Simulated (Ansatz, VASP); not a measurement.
Hg in VASP and in Ansatz

```
Hg
1.0
     0.00000    2.39191    2.39191
     2.39191    0.00000    2.39191
     2.39191    2.39191    0.00000
Hg
1
Direct
  0.00000 0.00000 0.00000
```

Alike in both runs: task single point; functional PBE; k mesh 2 × 2 × 2; no spin polarisation.

```csv
,VASP,Ansatz
version,VASP 6.6.1,Ansatz 0.2.0
potentials or method,"VASP PAW PBE potentials, release 64 (Hg)","scalar-relativistic, plane waves, PAW"
plane-wave cutoff (eV),520,420
occupations,"fermi-dirac, width 0.136057 eV",fermi-dirac
valence electrons in the cell,12,20
```

```csv
,VASP,Ansatz,Ansatz less VASP
gap on the k mesh at the Fermi level (eV),none,none,-
pressure (GPa),6.9,7.0,+0.04
```

A gap of «none» marks a metal or a gap that the smearing closes. The two sets of potentials don't hold the same shells in valence.

Caveats: the k mesh is coarse (spacing up to 1.14 Å⁻¹), so the values aren't converged. The runs have no spin-orbit coupling, so splittings on Hg are missing.
